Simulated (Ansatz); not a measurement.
# InPd: do energies and stresses tell the same story?

These are results of DFT PBE, scalar-relativistic, plane waves, PAW in Ansatz, not measurements.

Plane waves to 420 eV, a k mesh through Γ of 14×14×14 on the computed 2-atom cell and Gaussian smearing (0.10 eV); no spin polarisation.

Relaxed cell: Pm-3m, a = 3.305 Å, b = 3.305 Å, c = 3.305 Å, α = 90.00°, β = 90.00°, γ = 90.00°, 2 atoms in the primitive cell. Whether it is the stable form of this composition wasn't checked.

Energies at zero smearing and pressures from the stress tensor, at volumes with shape and atoms relaxed:
```csv
V (Å³/atom),E − E(first) (meV/atom),P (GPa)
15.888,0.00,20.49
16.430,-57.49,13.74
16.971,-94.19,8.18
17.513,-113.80,3.65
18.055,-119.58,-0.02
18.596,-114.22,-3.00
19.138,-99.75,-5.42
19.860,-69.44,-7.92
```

**Question.** Check P = −dE/dV between neighbouring volumes, and get the bulk modulus from the pressures alone.

**Answer.** With 1 eV/Å³ = 160.2 GPa:
```json
{"middle V (Å³/atom)": "16.159", "−ΔE/ΔV (GPa)": "17.006", "mean P (GPa)": "17.115"}
{"middle V (Å³/atom)": "16.701", "−ΔE/ΔV (GPa)": "10.855", "mean P (GPa)": "10.961"}
{"middle V (Å³/atom)": "17.242", "−ΔE/ΔV (GPa)": "5.801", "mean P (GPa)": "5.913"}
{"middle V (Å³/atom)": "17.784", "−ΔE/ΔV (GPa)": "1.709", "mean P (GPa)": "1.812"}
{"middle V (Å³/atom)": "18.325", "−ΔE/ΔV (GPa)": "-1.584", "mean P (GPa)": "-1.510"}
{"middle V (Å³/atom)": "18.867", "−ΔE/ΔV (GPa)": "-4.282", "mean P (GPa)": "-4.209"}
{"middle V (Å³/atom)": "19.499", "−ΔE/ΔV (GPa)": "-6.724", "mean P (GPa)": "-6.667"}
```

The two differ by 0.11 GPa at most. The mean of two end pressures misses the average over a step by about ΔV² P″/12, up to 0.11 GPa here; with that taken off 0.04 GPa remains. The stress is the derivative of the free energy, not of the energy at zero smearing, and with free energies 0.01 GPa remains. Around V = 18.055 Å³/atom, the two neighbours give B = −V ΔP/ΔV = 18.055 × 6.65 / 1.083 = 110.8 GPa, against B0 = 110.3 GPa from the Birch–Murnaghan fit of the energies.